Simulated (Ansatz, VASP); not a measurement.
NaF in VASP and in Ansatz

```
CELL_PARAMETERS angstrom
0.00000 2.39300 2.35815
2.39300 0.00000 2.35815
2.39300 2.39300 0.00000
ATOMIC_POSITIONS crystal
Na 0.00000 0.00000 0.00000
F 0.50000 0.50000 0.50000
```

Change from the starting cell: strain +0.030 along x and y, +0.015 along z, atoms carried along.

Alike in both runs: task single point; functional PBE; k mesh 8 × 8 × 8; occupations gaussian, width 0.05 eV; no spin polarisation.

|  | VASP | Ansatz |
| --- | --- | --- |
| version | VASP 6.6.1 | Ansatz 0.2.0 |
| potentials or method | VASP PAW PBE potentials, release 64 (Na_pv, F) | scalar-relativistic, plane waves, PAW |
| plane-wave cutoff (eV) | 520 | 420 |
| valence electrons in the cell | 14 | 16 |

```csv
,VASP,Ansatz,Ansatz less VASP
gap on the k mesh at the Fermi level (eV),5.88,5.89,+0.014
least direct gap on the mesh (eV),5.88,5.89,+0.014
pressure (GPa),-1.7,-1.6,+0.15
largest component of the traceless stress (GPa),0.56,0.54,-0.014
```

The functional is the same, so the differences come from potentials, cutoffs and numerics. The two sets of potentials don't hold the same shells in valence.
